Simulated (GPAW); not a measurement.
The system is CdS (Hawleyite).

```
CELL_PARAMETERS angstrom
0.00000 2.95488 2.95488
2.95488 0.00000 2.95488
2.95488 2.95488 0.00000
ATOMIC_POSITIONS crystal
Cd 0.00000 0.00000 0.00000
S 0.25000 0.25000 0.25000
```

The cell isn't the ideal one: volume scaled by 1.04.

```yaml
Program: GPAW 26.7.0
Task: relaxation of cell and atoms
Functional: TASK
Potentials_or_basis: GPAW PAW data sets (gpaw-data 1.2.1)
Cutoff: 600 eV
Basis: pw
k_mesh: 6 × 6 × 6
Occupations: fermi-dirac, width 0.05 eV
Spin: no spin polarisation
```

At the start: pressure 3.9 GPa; volume 25.80 Å³/atom.

Task: How do energy, volume and symmetry change on relaxing?

Result: Over 4 steps the energy falls by 22.4 meV/atom and the volume is 27.70 Å³/atom (+7.4 %); space group F-43m (No. 216, to 0.05 Å).

The path:
```
step  energy change (eV)  largest force (eV/Å)  pressure (GPa)  volume (Å³)
   1              0.0000                0.0000            3.90        51.60
   2             -0.0154                0.0000            3.07        52.30
   3             -0.0446                0.0000            0.22        55.17
   4             -0.0448                0.0000            0.02        55.41
```

Final structure:
```yaml
crystal:
  lattice:
    - [0.00000, 3.02588, 3.02588]
    - [3.02588, 0.00000, 3.02588]
    - [3.02588, 3.02588, 0.00000]
  atoms:
    - { symbol: Cd, position: [0.00000, 0.00000, 0.00000] }
    - { symbol: S, position: [0.25000, 0.25000, 0.25000] }
```

Caveat: later steps reuse the first step's grids; the PAW data sets were made with another functional, which shifts forces and pressure a little.
